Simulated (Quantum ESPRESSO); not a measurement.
Input of a Quantum ESPRESSO 7.5 run:

The input pw.in:

```
&CONTROL
  calculation = 'vc-relax'
  prefix = 'pwscf'
  outdir = './tmp'
  pseudo_dir = './pseudo'
  tprnfor = .true.
  tstress = .true.
  disk_io = 'low'
  nstep = 40
  forc_conv_thr = 0.0004
  etot_conv_thr = 1d-05
/
&SYSTEM
  ibrav = 0
  nat = 2
  ntyp = 2
  ecutwfc = 64
  ecutrho = 515
  nbnd = 15
  occupations = 'smearing'
  smearing = 'fd'
  degauss = 0.00367493
/
&ELECTRONS
  conv_thr = 4d-10
  electron_maxstep = 120
  mixing_beta = 0.5
/
&IONS
  ion_dynamics = 'bfgs'
/
&CELL
  cell_dynamics = 'bfgs'
  press = 300
  press_conv_thr = 0.3
/
ATOMIC_SPECIES
W    183.8400 w_pbesol_v1.2.uspp.F.UPF
C     12.0110 c_pbesol_v1.2.uspp.F.UPF
CELL_PARAMETERS bohr
   5.4924889812    0.0000000000    0.0000000000
  -2.7462444906    4.7566349877    0.0000000000
   0.0000000000    0.0000000000    5.3603971251
ATOMIC_POSITIONS bohr
W      0.0000000000    0.0000000000    0.0000000000
C      2.7462444909    1.5855449958    2.6801985626
K_POINTS automatic
10 10 9 0 0 0
```

Potentials or basis: GBRV 1.5 PBEsol.

Run with:

```bash
$ OMP_NUM_THREADS=1 mpirun -n 2 pw.x -nk 2 -in pw.in > pw.out
```

Problem. Estimate the relaxed volume.

Solution. 9.67 Å³/atom.

Problem. Estimate the space group after relaxing (to 0.05 Å).

Solution. P-6m2 (No. 187).

Problem. Estimate the relaxed cell.

Solution. a = 2.834 Å, b = 2.834 Å, c = 2.779 Å, α = 90.00°, β = 90.00°, γ = 120.00°.

Problem. What does it give for the band gap on the k mesh?

Solution. None (metal or under the smearing width).

Final structure:
```xyz
2
Lattice="2.8344 0.0000 0.0000 -1.4172 2.4547 0.0000 0.0000 0.0000 2.7788" Properties=species:S:1:pos:R:3 pbc="T T T"
W     0.0000    0.0000    0.0000
C     1.4172    0.8182    1.3894
```

Spin-orbit coupling is left out, which matters for the levels of W.
